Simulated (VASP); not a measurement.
Runs of VASP 6.6.1 on Cu. Symmetry: Fm-3m, No. 225, cubic system. The conventional cell has a = 3.615 Å, b = 3.615 Å, c = 3.615 Å, α = 90.00°, β = 90.00°, γ = 90.00°. Cu (site symmetry m-3m) has 12 Cu at 2.56 Å as nearest neighbours. 

```csv
task,level,cell,cutoff (eV),gap on the mesh (eV),pressure (GPa),relaxed volume (Å³/atom)
relaxation of cell and atoms,PBEsol+D3,relaxed,600,none,0.0,10.87
relaxation of cell and atoms,AM05,relaxed,600,none,0.0,(a)
band structure,AM05,as given,520,-,-6.1,-
relaxation of cell and atoms,revPBE,relaxed,600,none,0.0,12.31
relaxation of cell and atoms,BLYP,relaxed,600,none,0.1,(b)
relaxation of cell and atoms,PBEsol+D3(BJ),relaxed,600,none,-0.1,10.85
band structure,PW91,as given,520,-,2.4,-
```

Alike in all rows: potentials or basis VASP PAW PBE potentials, release 64 (Cu); no spin polarisation; k mesh 13 × 13 × 13; smearing fermi-dirac 0.05 eV.

Fill in the values left out.

(a) 11.33; (b) 12.74.

Caveats: the PAW data sets were made with another functional, which shifts forces and pressure a little; pairwise dispersion overbinds metals, which lowers pressure and volume (some runs).

A gap of «none» marks a metal or a gap under the smearing width.

Runs at the PBE level aren't shown here.
